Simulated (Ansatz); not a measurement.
# Convergence of a linear-scaling basis for 1/2<110> screw dislocation dipole in Si (shuffle set) (120 atoms)

Aim: test how closely localised support functions follow the reference on 1/2<110> screw dislocation dipole in Si (shuffle set) (120 atoms), and at what cost. A setting counts as converged where the r.m.s. difference of forces stays under 1 % of the r.m.s. force.

Method: Kohn-Sham DFT, PBE, PAW (set soft_2), plane waves, in Ansatz 0.2.0.

## 1. Set-up

The cell holds 120 atoms: 120 Si. Cell: a = 33.258 Å, b = 18.911 Å, c = 3.840 Å, α = 95.8°, β = 90.0°, γ = 90.0°. It derives from Si (diamond-structure). Diamond-structure Si (a = 5.431 Å), x, y, z along [11-2], [111], [1-10], 5 x 2 x 1 period; two opposite 1/2<110> screw dislocations along z, half a cell apart on one glide plane, laid by the isotropic elastic field summed over images, cell tilted by half the Burgers vector; annealed from 200 K for 3 ps and minimised with a classical potential.

Before any run, some limits are plain. The cell is under 6 Å thick along one periodic direction, so every atom has periodic images of itself close by, which move with it and show among its neighbours and in g(r). The host structure and its lattice constant were typed by rule, without a check against the phase diagram.

## 2. Plane-wave single point

The first run fixes the reference, at a cutoff of 420 eV.

The input, input.yaml:

```yaml
crystal:
  lattice:
    - [33.25795, 0.0, 0.0]
    - [0.0, 18.91127, 0.0]
    - [0.0, -0.38992, 3.82045]
  atoms:
    - { symbol: Si, position: [0.8997, 0.0002, 0.7004] }
    - { symbol: Si, position: [0.89987, 0.12545, 0.7363] }
    - { symbol: Si, position: [0.96659, 0.16705, 0.728] }
    - { symbol: Si, position: [0.96681, 0.29199, 0.74314] }
    - { symbol: Si, position: [0.79996, 0.99975, 0.19474] }
    - { symbol: Si, position: [0.80004, 0.12525, 0.25749] }
    - { symbol: Si, position: [0.8666, 0.16772, 0.25778] }
    - { symbol: Si, position: [0.86677, 0.29311, 0.30411] }
    - { symbol: Si, position: [0.93346, 0.33442, 0.26298] }
    - { symbol: Si, position: [0.93395, 0.45927, 0.25174] }
    - { symbol: Si, position: [0.70013, 0.99955, 0.67335] }
    - { symbol: Si, position: [0.7003, 0.1248, 0.76271] }
    - { symbol: Si, position: [0.7668, 0.16765, 0.78122] }
    - { symbol: Si, position: [0.7669, 0.29315, 0.86466] }
    - { symbol: Si, position: [0.83334, 0.33553, 0.83062] }
    - { symbol: Si, position: [0.83448, 0.46139, 0.88761] }
    - { symbol: Si, position: [0.90029, 0.50189, 0.76912] }
    - { symbol: Si, position: [0.90111, 0.62215, 0.6185] }
    - { symbol: Si, position: [0.96687, 0.66704, 0.66971] }
    - { symbol: Si, position: [0.96644, 0.79155, 0.65264] }
    - { symbol: Si, position: [0.6, 0.99988, 0.1465] }
    - { symbol: Si, position: [0.60026, 0.1248, 0.25238] }
    - { symbol: Si, position: [0.66696, 0.16679, 0.28718] }
    - { symbol: Si, position: [0.66715, 0.29185, 0.39505] }
    - { symbol: Si, position: [0.7335, 0.33558, 0.39472] }
    - { symbol: Si, position: [0.73322, 0.4609, 0.51625] }
    - { symbol: Si, position: [0.79821, 0.50815, 0.42872] }
    - { symbol: Si, position: [0.80179, 0.61685, 0.98306] }
    - { symbol: Si, position: [0.86678, 0.6641, 0.11785] }
    - { symbol: Si, position: [0.8665, 0.78942, 0.12164] }
    - { symbol: Si, position: [0.93285, 0.83315, 0.16571] }
    - { symbol: Si, position: [0.93304, 0.95821, 0.18289] }
    - { symbol: Si, position: [0.49974, 0.0002, 0.62551] }
    - { symbol: Si, position: [0.5, 0.12512, 0.73139] }
    - { symbol: Si, position: [0.56679, 0.1665, 0.77656] }
    - { symbol: Si, position: [0.56696, 0.29126, 0.89365] }
    - { symbol: Si, position: [0.63356, 0.33345, 0.92359] }
    - { symbol: Si, position: [0.63313, 0.45796, 0.06517] }
    - { symbol: Si, position: [0.69889, 0.50286, 0.05885] }
    - { symbol: Si, position: [0.69971, 0.62311, 0.32974] }
    - { symbol: Si, position: [0.76552, 0.66361, 0.48872] }
    - { symbol: Si, position: [0.76666, 0.78947, 0.5576] }
    - { symbol: Si, position: [0.8331, 0.83185, 0.63401] }
    - { symbol: Si, position: [0.8332, 0.95735, 0.67607] }
    - { symbol: Si, position: [0.3997, 0.0002, 0.11519] }
    - { symbol: Si, position: [0.39987, 0.12545, 0.20455] }
    - { symbol: Si, position: [0.46659, 0.16705, 0.25444] }
    - { symbol: Si, position: [0.46681, 0.29199, 0.36424] }
    - { symbol: Si, position: [0.53354, 0.33327, 0.41985] }
    - { symbol: Si, position: [0.53352, 0.45775, 0.56435] }
    - { symbol: Si, position: [0.5998, 0.50043, 0.59858] }
    - { symbol: Si, position: [0.5996, 0.62426, 0.78405] }
    - { symbol: Si, position: [0.66605, 0.66573, 0.85497] }
    - { symbol: Si, position: [0.66654, 0.79058, 0.99107] }
    - { symbol: Si, position: [0.73323, 0.83189, 0.0735] }
    - { symbol: Si, position: [0.7334, 0.95728, 0.15256] }
    - { symbol: Si, position: [0.29996, 0.99975, 0.62041] }
    - { symbol: Si, position: [0.30004, 0.12525, 0.68316] }
    - { symbol: Si, position: [0.3666, 0.16772, 0.72534] }
    - { symbol: Si, position: [0.36677, 0.29311, 0.80439] }
    - { symbol: Si, position: [0.43346, 0.33442, 0.88683] }
    - { symbol: Si, position: [0.43395, 0.45927, 0.02292] }
    - { symbol: Si, position: [0.5004, 0.50074, 0.09385] }
    - { symbol: Si, position: [0.5002, 0.62457, 0.27932] }
    - { symbol: Si, position: [0.56648, 0.66725, 0.31355] }
    - { symbol: Si, position: [0.56646, 0.79173, 0.45805] }
    - { symbol: Si, position: [0.63319, 0.83301, 0.51366] }
    - { symbol: Si, position: [0.63341, 0.95795, 0.62345] }
    - { symbol: Si, position: [0.20013, 0.99955, 0.1416] }
    - { symbol: Si, position: [0.2003, 0.1248, 0.17749] }
    - { symbol: Si, position: [0.2668, 0.16765, 0.20183] }
    - { symbol: Si, position: [0.2669, 0.29315, 0.24388] }
    - { symbol: Si, position: [0.33334, 0.33553, 0.3203] }
    - { symbol: Si, position: [0.33448, 0.46139, 0.38917] }
    - { symbol: Si, position: [0.40029, 0.50189, 0.54816] }
    - { symbol: Si, position: [0.40111, 0.62214, 0.81904] }
    - { symbol: Si, position: [0.46687, 0.66704, 0.81273] }
    - { symbol: Si, position: [0.46644, 0.79155, 0.9543] }
    [... 36 atom lines left out ...]
    - { symbol: Si, position: [0.06648, 0.66725, 0.16909] }
    - { symbol: Si, position: [0.06646, 0.79173, 0.14907] }
    - { symbol: Si, position: [0.13319, 0.83301, 0.13475] }
    - { symbol: Si, position: [0.13341, 0.95795, 0.14989] }
    - { symbol: Si, position: [0.03304, 0.83374, 0.66489] }
    - { symbol: Si, position: [0.03321, 0.9585, 0.67256] }
kpoints:
  mp_grid: { grid: [1, 1, 4] }
hamiltonian:
  xc: pbe
scf:
  occupations: { method: fermi_dirac, width: 0.05 }
output:
  forces: true
  stress: true
  populations: true
  dos:
    method: { smearing: { sigma: 0.08 } }
    de: 0.1
    projected: { site_lists: { Si: [Si] } }
  eigenvalues: true
  write_density: true
  write_potential: true
  volumetric_format: npy
  elf: true
```

Launch:

```console
ansatz run input.yaml --threads 4 --pin off --max-ram 8192MiB --backend cpu --events-out ev --progress --plain --runs-dir out
```

Numbers of over 12 decimals in the logs are rounded to 6 here.

The program printed:

```text
Warning: the atoms were moved onto the symmetric positions of the space group found under crystal.symmetry.tolerance 1.0e-5 (fractional; no operation is sought that the atoms, as they stand in a round, miss by more than twice it, and no atom is moved by as much as it), and the run uses the moved positions. [...]
Warning: crystal.symmetry: narrowed to the stabiliser of the k-point mesh — unitary ops 4 → 2; excluded 2 operations that carry a point of the 1×1×4 mesh (shift [0, 0, 0]) off the mesh (the run samples exactly the mesh kpoints.mp_grid names, as under crystal.symmetry.detect: [...]
Engine: ansatz 0.2.0, x86_64-unknown-linux-gnu
Pseudopotentials: kind: paw
Pseudopotential: Si, paw, valence charge 4, recommended cutoff 420 eV (normal), Si.paw.azcp
[... 5 lines on functional and potentials left out ...]
Crystal: 120 atoms, lattice volume = 2402.872 Å³
Basis set: ecut = 420 eV, 47099 PW (Γ), exchange–correlation on 450×256×54 points (8 copies of the dense FFT grid, shifted against one another)
Bands: 360, of which v1, the nominal top of the filled ones, is band 240 counted from 1 (239 counted from 0)
Symmetry: 2 space group operations
k-points: 3 of 4
[... 3 lines on functional and potentials left out ...]
Initial density: superposition of atomic densities (neutral atoms: chi_scale 0, normalization atom), corrected by the library's trained network
Initial wavefunctions: pseudopotential atomic-orbital guess
Functional: x = pbe(κ = 0.804, μ = 0.219515), c = pbe(β = 0.066725)
SCF iter   1: F=—  HF=-76286.824969 eV  |F-HF|=—  |Δ(HF+E_count)|=         —  Δρ=1.92e-3  dr2=3.16e-1  ethr=1.77e-3  ⟨swp⟩=6.0  Hψ=5163  notcnv=0  defer=170
preconditioner: auto → Kerker (q_TF=auto, 2.086 Å⁻¹)  [metal: Δε(μ)=0.111 eV  Ē_g=7.774 eV  σ=0.050 eV  W_gap=0.50  n_scr=386 (ndim 8)  ℏωp=16.6 eV  f_vac=0.000  D(μ)=8.06/eV (n_scr^D=32)]
SCF iter   2: F=—  HF=-76286.819635 eV  |F-HF|=—  |Δ(HF+E_count)|=   5.33e-3  Δρ=1.15e-3  dr2=1.61e-1  ethr=6.58e-5  ⟨swp⟩=1.0  Hψ=1242  notcnv=0  defer=197
SCF iter   3: F=—  HF=-76286.809004 eV  |F-HF|=—  |Δ(HF+E_count)|=   1.06e-2  Δρ=2.14e-4  dr2=2.08e-2  ethr=3.36e-5  ⟨swp⟩=2.3  Hψ=1053  notcnv=0  defer=197
SCF iter   4: F=—  HF=-76286.808089 eV  |F-HF|=—  |Δ(HF+E_count)|=   9.16e-4  Δρ=8.93e-5  dr2=6.41e-3  ethr=4.33e-6  ⟨swp⟩=1.0  Hψ=818  notcnv=0  defer=197
SCF iter   5: F=—  HF=-76286.807740 eV  |F-HF|=—  |Δ(HF+E_count)|=   3.48e-4  Δρ=4.66e-5  dr2=1.46e-3  ethr=1.34e-6  ⟨swp⟩=1.0  Hψ=818  notcnv=0  defer=197
SCF iter   6: F=—  HF=-76286.807685 eV  |F-HF|=—  |Δ(HF+E_count)|=   5.54e-5  Δρ=1.84e-5  dr2=4.00e-4  ethr=3.03e-7  ⟨swp⟩=1.0  Hψ=818  notcnv=0  defer=197
SCF iter   7: F=—  HF=-76286.807755 eV  |F-HF|=—  |Δ(HF+E_count)|=   7.01e-5  Δρ=1.05e-5  dr2=9.85e-5  ethr=8.33e-8  ⟨swp⟩=1.0  Hψ=818  notcnv=0  defer=197
SCF iter   8: F=—  HF=-76286.806089 eV  |F-HF|=—  |Δ(HF+E_count)|=   1.67e-3  Δρ=5.72e-6  dr2=1.76e-5  ethr=2.05e-8  ⟨swp⟩=1.0  Hψ=1080  notcnv=0  defer=201
SCF iter   9: F=—  HF=-76286.806089 eV  |F-HF|=—  |Δ(HF+E_count)|=   4.04e-7  Δρ=2.44e-6  dr2=1.60e-6  ethr=3.66e-9  ⟨swp⟩=1.0  Hψ=818  notcnv=0  defer=201
SCF iter  10: F=—  HF=-76286.806089 eV  |F-HF|=—  |Δ(HF+E_count)|=   4.19e-8  Δρ=8.44e-7  dr2=3.28e-7  ethr=3.32e-10  ⟨swp⟩=1.0  Hψ=818  notcnv=0  defer=201
SCF iter  11: F=-76286.806088 eV  HF=-76286.806089 eV  |F-HF|=3.55e-8  |Δ(HF+E_count)|=   1.25e-8  Δρ=3.93e-7  dr2=4.36e-8  ethr=2.08e-11  ⟨swp⟩=20.0  Hψ=9209  notcnv=0
SCF 1 converged in 11 iterations: F = -76286.806088 eV  dr2 = 4.36e-8
  greatest PAW one-centre occupation: 0.642 electrons in one spin orbital (limit 2), on the Si atom at site 100 (counted from 0), in its partial waves of l = 0
SCF converged after 11 iterations
Free energy (F): -76286.806088 eV
Harris-Foulkes:  -76286.806089 eV  (|F-HF|=3.55e-8)
Internal energy: -76286.728199 eV  (E = F + TS)
E sigma→0 (E₀):  -76286.767144 eV
Entropy (-TS):   -0.077890 eV (-0.649 meV/atom)
Fermi energy:    6.440141 eV
--- Per-component energies (eV) ---
  E_band       = 579.442683
  E_kinetic    = 4834.317676
  E_local      = -3214.875239  (includes V_loc(G=0)·N_el)
  E_nonlocal   = 3110.941776
  E_hartree    = 873.124397
  E_xc         = -6616.540030
  E_vxc        = -5601.509774  (∫ρ·V_xc dr)
  E_paw        = -61532.316743  (= ΣΔE_a)
  E_vpaw       = -295.681684  (= ΣTr[D̂ρ^β])
  E_aug_tail   = 0.000724  (compensation charges beyond the density's cutoff)
  E_ewald      = -13741.380759
  E_smearing   = -0.077890  (= −TS)
  E_closure    = 0.000000  (closes the sum)
  Σ components = -76286.806088   (vs F -76286.806088, Δ=0.00e0)
--- Forces (eV/Å), atoms counted from 1 ---
  atom   1  Si     0.01854608    -0.02153063    -0.01930441
  atom   2  Si    -0.03139668     0.01516770     0.01439197
  atom   3  Si     0.01441385    -0.03119901    -0.05253467
  atom   4  Si    -0.00814804     0.02827660     0.03113958
  atom   5  Si    -0.00567956    -0.03202695    -0.00200559
  atom   6  Si     0.00711943     0.03489346     0.00232407
  atom   7  Si     0.05863691     0.00652232    -0.00341663
  atom   8  Si    -0.05663292    -0.05116614    -0.02767028
  atom   9  Si     0.01186741    -0.05340673    -0.09102358
  atom  10  Si    -0.02861409    -0.07687323    -0.02615104
  atom  11  Si     0.02212648    -0.02264146     0.01272217
  atom  12  Si    -0.01346967     0.02534943    -0.03648081
  atom  13  Si     0.02024695    -0.02739544     0.05523430
  atom  14  Si     0.03121475     0.04057578    -0.03519532
[...]
atom 119  Si    -0.00903944    -0.03585721    -0.04491718
  atom 120  Si    -0.00314686     0.04222198     0.03597449
  max |Σ_I F_I| component: 5.55e-17 eV/Å
--- Stress (GPa, compression-positive) ---
        1.396132      -0.814439      -0.070968
       -0.814439       1.259485       0.017783
       -0.070968       0.017783       0.908946
  P = ⅓ Tr σ = 1.1882 GPa (11.882 kbar)
--- Band table (eV) ---
  k-point 0: bands = ["-5.7261", "-5.6400", "-5.5667", "-5.3847", [... 344 levels ...], "9.8283", "9.8378", "9.8391", "9.8613", "9.9052", "9.9137", "9.9162", "9.9179", "9.9868", "9.9919", "9.9933", "10.0087"]
  k-point 1: bands = ["-5.1789", "-5.0968", "-5.0228", "-4.9139", [... 344 levels ...], "10.5208", "10.5382", "10.5429", "10.5605", "10.5699", "10.5962", "10.6286", "10.6580", "10.6898", "10.7113", "10.7191", "10.7501"]
  k-point 2: bands = ["-3.6942", "-3.6757", "-3.6391", "-3.6305", [... 344 levels ...], "10.2055", "10.2711", "10.3540", "10.4065", "10.4565", "10.4747", "10.5373", "10.5478", "10.5479", "10.5590", "10.5696", "10.5857"]
--- Löwdin populations: 120 sites ---
  site symbol       q [e]
     0     Si      3.9605
     1     Si      3.9643
     2     Si      3.9617
[...]
119     Si      3.9621
  spilling = 0.009726 (of n_electrons = 480.000000)
```

Wall time 2.3 min (4 threads of Intel Xeon Platinum 8259CL at 2.50GHz (Skylake/Cascade Lake), shared host); peak memory 6.2 GiB; 8.8 min of CPU time.

The program notes that it cut back its work space to fit the memory limit and positions were snapped to a detected symmetry. Further notices: symmetry narrowed by mesh.

The run gave:

```yaml
free_energy: -76286.8061 eV
free_energy_per_atom: -635.7234 eV/atom
scf_cycles: 11
pressure: 1.188 GPa
r_m_s_force_component: 0.09463 eV/Å
longest_force: 0.5934 eV/Å
fermi_energy: 6.44 eV
levels_partly_filled_by_over_2_per_cent: 6
spilling_of_the_projection: 0.009726
```

The r.m.s. force component of 0.095 eV/Å sets the scale for the differences below.

## 3. Support functions low

The cell is solved in localised support functions. The level low gives here a grid of 144×90×18 points and a radius of 4.06 Å.

This step: Kohn-Sham DFT, PBE, PAW (set soft_2), localised support functions (low) (Ansatz 0.2.0).

input.yaml, the sections that differ from step 2:

```yaml
scf:
  occupations: { method: fermi_dirac, width: 0.05 }
  eigensolver: { kind: { support_functions: { accuracy: low } } }
  max_iter: 150
output:
  forces: true
  eigenvalues: true
# crystal, kpoints, hamiltonian: as in step 2
```

The program printed:

```text
Warning: scf.eigensolver.kind.support_functions: disabling space-group detection — the functions' gradient is summed over unrotated k-points, so no spatial operation reduces the k-mesh or symmetrises the density; time reversal is kept, so that k and −k are solved as one point where they differ and the mesh holds both, and exact exchange and, on two spinor components, a DFT+U term hold to it where the run has them: [...]
settings of this run that can trade accuracy for cost: scf.eigensolver.kind.support_functions; scf.eigensolver.kind.support_functions.accuracy: low [...]
[...]
Crystal: 120 atoms, lattice volume = 2402.872 Å³
Basis set: ecut = 420 eV, 47099 PW (Γ), exchange–correlation on 450×256×54 points (8 copies of the dense FFT grid, shifted against one another)
Bands: 288, of which v1, the nominal top of the filled ones, is band 240 counted from 1 (239 counted from 0)
Symmetry: 1 space group operations
k-points: 3 of 4 (time reversal used)
[...]
Eigensolver: Support functions (low, 144×90×18 points, laid for a spacing of at most 0.257060 Å, radius 4.061726 Å, 0 species' potentials softened for the grid, 1 wholly corrected for its errors in the mean over positions, 1 with the egg-box correction, energy correction by stochastic trace)
[...]
SCF iter   1: F=—  HF=-76268.447458 eV  |F-HF|=—  |Δ(HF+E_count)|=         —  Δρ=3.88e-2  dr2=3.23e1  ethr=1.00e-1
[...]
SCF iter   8: F=—  HF=-76286.776857 eV  |F-HF|=—  |Δ(HF+E_count)|=   6.07e-3  Δρ=7.06e-6  dr2=1.90e-6  ethr=8.85e-9  κ⁻¹=6.9e-8(r=6)
SCF iter   9: F=-76286.781316 eV  HF=-76286.781316 eV  |F-HF|=7.29e-8  |Δ(HF+E_count)|=   4.46e-3  Δρ=3.04e-6  dr2=3.67e-7  ethr=3.97e-10
SCF 1 converged in 9 iterations: F = -76286.833278 eV  dr2 = 3.67e-7
[...]
SCF converged after 9 iterations
Stability not checked: this state was not tested for a lower state beside it, because the mixer in use, unlike msr1, does not test its closes by its own steps (another_mixer; see scf.mixing.algorithm and scf.lower_state_search)
Free energy (F): -76286.833278 eV
[...]
Internal energy: -76286.755527 eV  (E = F + TS)
E sigma→0 (E₀):  -76286.794403 eV
Entropy (-TS):   -0.077751 eV (-0.648 meV/atom)
Fermi energy:    6.440775 eV
[...]
Σ components = -76286.833278   (vs F -76286.833278, Δ=0.00e0)
--- Forces (eV/Å), atoms counted from 1 ---
  atom   1  Si     0.01870956    -0.02171503    -0.01876079
  atom   2  Si    -0.03113867     0.01532341     0.01448624
  atom   3  Si     0.01412020    -0.03106949    -0.05245121
  atom   4  Si    -0.00788758     0.02830737     0.03159845
[...]
atom 120  Si    -0.00276570     0.04185856     0.03609861
  max |Σ_I F_I| component: 5.30e-3 eV/Å
--- Band table (eV) ---
[...]
```

Elapsed: 1.8 min, on 4 threads; peak memory 3.7 GiB; 7 min of CPU time.

The program notes that the band table was not solved further than the SCF left it and it switched symmetry off.

Keys that differ from the reference: support_functions.accuracy = "low" and scf.max_iter = 150.

Forces differ from the reference by 0.29 meV/Å r.m.s., 0.31 % of their size, within a tolerance of 1 %; the energy by -0.23 meV/atom.

## 4. Support functions medium

The level medium is asked for. Here it resolves to the same grid and radius as in the run with support functions low, so the basis is not new.

This step: Kohn-Sham DFT, PBE, PAW (set soft_2), localised support functions (medium) (Ansatz 0.2.0).

input.yaml, the sections that differ from step 3:

```yaml
scf:
  occupations: { method: fermi_dirac, width: 0.05 }
  eigensolver: { kind: { support_functions: { accuracy: medium } } }
  max_iter: 150
# crystal, kpoints, hamiltonian, output: as in step 3
```

The program printed:

```text
[...]
Crystal: 120 atoms, lattice volume = 2402.872 Å³
Basis set: ecut = 420 eV, 47099 PW (Γ), exchange–correlation on 450×256×54 points (8 copies of the dense FFT grid, shifted against one another)
Bands: 288, of which v1, the nominal top of the filled ones, is band 240 counted from 1 (239 counted from 0)
Symmetry: 1 space group operations
k-points: 3 of 4 (time reversal used)
[...]
Eigensolver: Support functions (medium, 144×90×18 points, laid for a spacing of at most 0.257060 Å, radius 4.061726 Å, 0 species' potentials softened for the grid, 1 wholly corrected for its errors in the mean over positions, 1 with the egg-box correction, energy correction by stochastic trace)
[...]
SCF iter   1: F=—  HF=-76268.447458 eV  |F-HF|=—  |Δ(HF+E_count)|=         —  Δρ=3.88e-2  dr2=3.23e1  ethr=1.00e-1
[...]
SCF iter   8: F=—  HF=-76286.776857 eV  |F-HF|=—  |Δ(HF+E_count)|=   6.07e-3  Δρ=7.06e-6  dr2=1.90e-6  ethr=8.85e-9  κ⁻¹=6.9e-8(r=6)
SCF iter   9: F=-76286.781316 eV  HF=-76286.781316 eV  |F-HF|=7.29e-8  |Δ(HF+E_count)|=   4.46e-3  Δρ=3.04e-6  dr2=3.67e-7  ethr=3.97e-10
SCF 1 converged in 9 iterations: F = -76286.833278 eV  dr2 = 3.67e-7
[...]
SCF converged after 9 iterations
[...]
Free energy (F): -76286.833278 eV
[...]
Internal energy: -76286.755527 eV  (E = F + TS)
E sigma→0 (E₀):  -76286.794403 eV
Entropy (-TS):   -0.077751 eV (-0.648 meV/atom)
Fermi energy:    6.440775 eV
[...]
Σ components = -76286.833278   (vs F -76286.833278, Δ=0.00e0)
--- Forces (eV/Å), atoms counted from 1 ---
  atom   1  Si     0.01870956    -0.02171503    -0.01876079
  atom   2  Si    -0.03113867     0.01532341     0.01448624
  atom   3  Si     0.01412020    -0.03106949    -0.05245121
  atom   4  Si    -0.00788758     0.02830737     0.03159845
[...]
atom 120  Si    -0.00276570     0.04185856     0.03609861
  max |Σ_I F_I| component: 5.30e-3 eV/Å
--- Band table (eV) ---
[...]
```

Elapsed: 1.9 min, on 4 threads; peak memory 3.7 GiB.

Keys that differ from the reference: support_functions.accuracy = "medium" and scf.max_iter = 150.

Forces differ from the reference by 0.29 meV/Å r.m.s., 0.31 % of their size, within a tolerance of 1 %; the energy by -0.23 meV/atom.

(Continued in part 2 of 2.)

[Logs are printed without paths, hosts, clocks, repeated set-up lines and the standing remarks that a program may print on its own settings, such as how far it seeks lower states.]

[Hosts, paths, dates, database ids (printed as entryN), source tags and the programs' standing remarks are cut or masked in the printed files.]
